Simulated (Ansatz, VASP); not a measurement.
**Two plane-wave programs on In**

The input INCAR:

```
ALGO = Fast
EDIFF = 1E-6
EDIFFG = -0.005
ENCUT = 600
GGA = PS
IBRION = 2
ISIF = 3
ISMEAR = 0
LASPH = T
LCHARG = F
LREAL = F
LWAVE = F
NELM = 100
NSW = 70
PREC = Accurate
SIGMA = 0.1
```

KPOINTS

```
k-points
0
Gamma
  18 18 18
```

The input POSCAR:

```
In
1.0
   -1.6950972428      1.6950972428      2.3922503790
    1.6950972428     -1.6950972428      2.3922503790
    1.6950972428      1.6950972428     -2.3922503790
In
1
Direct
    0.0000000000      0.0000000000      0.0000000000
```

Input for Ansatz:

```yaml
crystal:
  lattice:
    - [-1.6950972428, 1.6950972428, 2.392250379]
    - [1.6950972428, -1.6950972428, 2.392250379]
    - [1.6950972428, 1.6950972428, -2.392250379]
  atoms:
    - { symbol: In, position: [0.0, 0.0, 0.0] }
basis:
  ecutwfc: 420
kpoints:
  mp_grid: { grid: [18, 18, 18] }
hamiltonian:
  xc: pbesol
scf:
  occupations: { method: gaussian, width: 0.1 }
output:
  forces: true
  stress: true
  eigenvalues: true
relax:
  adjacent_minimum: "off"
  f_tol: 0.005
  max_steps: 50
  cell: { stress_tol: 0.05 }
```

Alike in both runs: task relaxation of cell and atoms; functional PBEsol; k mesh 18 × 18 × 18; occupations gaussian, width 0.1 eV; no spin polarisation.

|  | VASP | Ansatz |
| --- | --- | --- |
| version | VASP 6.6.1 | Ansatz 0.2.0 |
| potentials or method | VASP PAW PBE potentials, release 64 (In_d) | scalar-relativistic, plane waves, PAW |
| plane-wave cutoff (eV) | 600 | 420 |
| valence electrons in the cell | 13 | 13 |

Ansatz gave:

| Quantity | Value |
| --- | --- |
| gap on the k mesh at the Fermi level, each at its own relaxed structure (eV) | none |
| relaxed volume (Å³/atom) | 25.59 |
| relaxed cell length with the largest relative difference (Å) | 3.307 |
| energy change over the relaxation (meV/atom) | -17 |

Problem. Estimate VASP's values.

Solution. gap on the k mesh at the Fermi level, each at its own relaxed structure (eV): none; relaxed volume (Å³/atom): 25.60; relaxed cell length with the largest relative difference (Å): 3.308; energy change over the relaxation (meV/atom): -17.

A gap of «none» marks a metal or a gap that the smearing closes.

Caveats: the PAW data sets were made with another functional, which shifts forces and pressure a little (VASP).
